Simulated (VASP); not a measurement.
Level of theory: PBEsol GGA, VASP's PBE PAW potentials (set 64) (plane waves; VASP).

VASP input:

**POSCAR**
```
ZnTe
1
    0.0000000000     3.0318846614     3.0318846614
    3.0318846614    -0.0000000000     3.0318846614
    3.0318846614     3.0318846614     0.0000000000
Zn Te
1 1
Direct
  0.0000000000   0.0000000000   0.0000000000
  0.2500000000   0.2500000000   0.2500000000
```

### INCAR
```
SYSTEM  =  ZnTe
PREC  =  Accurate; ENCUT  =  400; LREAL  =  .FALSE.
LASPH  =  .TRUE.
EDIFF  =  1E-6; NELM  =  100; ALGO  =  Normal
LMAXMIX  =  4
ISMEAR  =  0; SIGMA  =  0.05
GGA  =  PS
IBRION  =  2; NSW  =  60; ISIF  =  3
EDIFFG  =  -0.01
LWAVE  =  .FALSE.; LCHARG  =  .FALSE.
```

File KPOINTS:
```
Automatic mesh
0
Gamma
7 7 7
0 0 0
```

POTCAR, in this order: Zn Te (PBE.64 set). Program: vasp_std.

Output

**OSZICAR**
```
       N       E                     dE             d eps       ncg     rms          rms(c)
DAV:   1     0.701178775522E+02    0.70118E+02   -0.74727E+03   520   0.118E+03
DAV:   2    -0.246472616809E+01   -0.72583E+02   -0.69840E+02   555   0.231E+02
DAV:   3    -0.607159231299E+01   -0.36069E+01   -0.35942E+01   650   0.550E+01
DAV:   4    -0.612130635214E+01   -0.49714E-01   -0.49709E-01   680   0.643E+00
DAV:   5    -0.612183668599E+01   -0.53033E-03   -0.53033E-03   645   0.499E-01    0.497E+00
DAV:   6    -0.592729285057E+01    0.19454E+00   -0.76887E-01   615   0.276E+01    0.390E+00
DAV:   7    -0.591461922160E+01    0.12674E-01   -0.13234E-01   585   0.449E+00    0.164E+00
DAV:   8    -0.591216487148E+01    0.24544E-02   -0.48681E-03   633   0.731E-01    0.383E-01
DAV:   9    -0.591204536672E+01    0.11950E-03   -0.81334E-04   620   0.449E-01    0.128E-01
DAV:  10    -0.591205107886E+01   -0.57121E-05   -0.12072E-04   588   0.120E-01    0.898E-02
DAV:  11    -0.591207293065E+01   -0.21852E-04   -0.37006E-05   563   0.379E-02    0.166E-02
DAV:  12    -0.591207472121E+01   -0.17906E-05   -0.52773E-06   610   0.349E-02    0.179E-02
DAV:  13    -0.591207461998E+01    0.10123E-06   -0.89842E-07   370   0.115E-02
   1 F= -.59120746E+01 E0= -.59120746E+01  d E =-.591207E+01
```

**OUTCAR**
```
------------------------ aborting loop because EDIFF is reached ----------------------------------------
  FORCE on cell =-STRESS in cart. coord.  units (eV):
  Direction    XX          YY          ZZ          XY          YZ          ZX
  --------------------------------------------------------------------------------------
  Total        0.0092242      0.0092242      0.0092242      0.0000000      0.0000000      0.0000000
  in kB        0.2651376      0.2651376      0.2651376      0.0000000      0.0000000      0.0000000
  external PRESSURE =       0.2651376 kB  Pullay stress =       0.0000000 kB
  volume of cell :       55.74
      direct lattice vectors                 reciprocal lattice vectors
     0.000000000  3.031884661  3.031884661    -0.164913925  0.164913925  0.164913925
     3.031884661  0.000000000  3.031884661     0.164913925 -0.164913925  0.164913925
     3.031884661  3.031884661  0.000000000     0.164913925  0.164913925 -0.164913925
 POSITION                                       TOTAL-FORCE (eV/Angst)
 -----------------------------------------------------------------------------------
      0.00000      0.00000      0.00000        -0.000000     -0.000000     -0.000000
      1.51594      1.51594      1.51594         0.000000      0.000000      0.000000
 -----------------------------------------------------------------------------------
    total drift:                               -0.000001     -0.000001     -0.000001
  FREE ENERGIE OF THE ION-ELECTRON SYSTEM (eV)
  ---------------------------------------------------
  free  energy   TOTEN  =        -5.9120746200 eV

  energy  without entropy=       -5.9120746200  energy(sigma->0) =       -5.91207462

 reached required accuracy - stopping structural energy minimisation
```
(Selected blocks of OUTCAR.)

The structure was generated: ZnTe was put into the zinc blende type (F-43m), which need not be its known phase. It was relaxed first. The start is the result of an earlier pass.
